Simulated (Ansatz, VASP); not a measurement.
## MoH4: VASP beside Ansatz

INCAR

```
PREC = Accurate ; ENCUT = 520
EDIFF = 1E-7 ; ISMEAR = 0
SIGMA = 0.1 ; LREAL = False
LASPH = True ; NELM = 100
ALGO = Normal ; ISIF = 2
LWAVE = False ; LCHARG = False
GGA = PE ; NBANDS = 17
```

File KPOINTS:

```
Automatic mesh
0
Gamma
  6 6 4
```

POSCAR

```
MoH4
1.0
    2.9696202500      0.0000000000      0.0000000000
   -1.4848101300      2.5717665800      0.0000000000
    0.0000000000      0.0000000000      6.4143797500
H Mo
4 1
Direct
    0.3333333300      0.6666666700      0.2500000000
    0.3333333300      0.6666666700      0.7500000000
    0.6666666700      0.3333333300      0.2500000000
    0.6666666700      0.3333333300      0.7500000000
    0.0000000000      0.0000000000      0.0000000000
```

Input for Ansatz:

```yaml
crystal:
  lattice:
    - [2.96962025, 0.0, 0.0]
    - [-1.48481013, 2.57176658, 0.0]
    - [0.0, 0.0, 6.41437975]
  atoms:
    - { symbol: H, position: [0.33333333, 0.66666667, 0.25] }
    - { symbol: H, position: [0.33333333, 0.66666667, 0.75] }
    - { symbol: H, position: [0.66666667, 0.33333333, 0.25] }
    - { symbol: H, position: [0.66666667, 0.33333333, 0.75] }
    - { symbol: Mo, position: [0.0, 0.0, 0.0] }
basis:
  ecutwfc: 420
kpoints:
  mp_grid: { grid: [6, 6, 4] }
hamiltonian:
  xc: pbe
scf:
  occupations: { method: gaussian, width: 0.1 }
  lower_state_search: "off"
output:
  forces: true
  stress: true
  eigenvalues: true
```

Change from the starting cell: ordered vacancies on the cation sites of aluminium diboride (P6/mmm, No. 191).

Alike in both runs: task single point; functional PBE; k mesh 6 × 6 × 4; occupations gaussian, width 0.1 eV; no spin polarisation.

```csv
,VASP,Ansatz
version,VASP 6.6.1,Ansatz 0.2.0
potentials or method,"VASP PAW PBE potentials, release 64 (H, Mo_sv)","scalar-relativistic, plane waves, PAW"
plane-wave cutoff (eV),520,420
valence electrons in the cell,18,18
```

Ansatz gave:

- gap on the k mesh at the Fermi level (eV): 0.40
- least direct gap on the mesh (eV): 0.75
- pressure (GPa): -23.9
- largest component of the traceless stress (GPa): 8.79
- rms of the force components (eV/Å): 0.803

**Question.** What did VASP give for the same quantities?

**Answer.** gap on the k mesh at the Fermi level (eV): 0.40; least direct gap on the mesh (eV): 0.75; pressure (GPa): -23.9; largest component of the traceless stress (GPa): 8.80; rms of the force components (eV/Å): 0.802.

Atom by atom the forces differ by 0.001 eV/Å (rms over components).

Caveats: so large a pressure means that the cell lies far from this level's equilibrium, or that cutoff or potentials fall short (VASP); forces of over 1 eV/Å show positions far from the minimum, so gaps and moduli don't describe the material at rest.
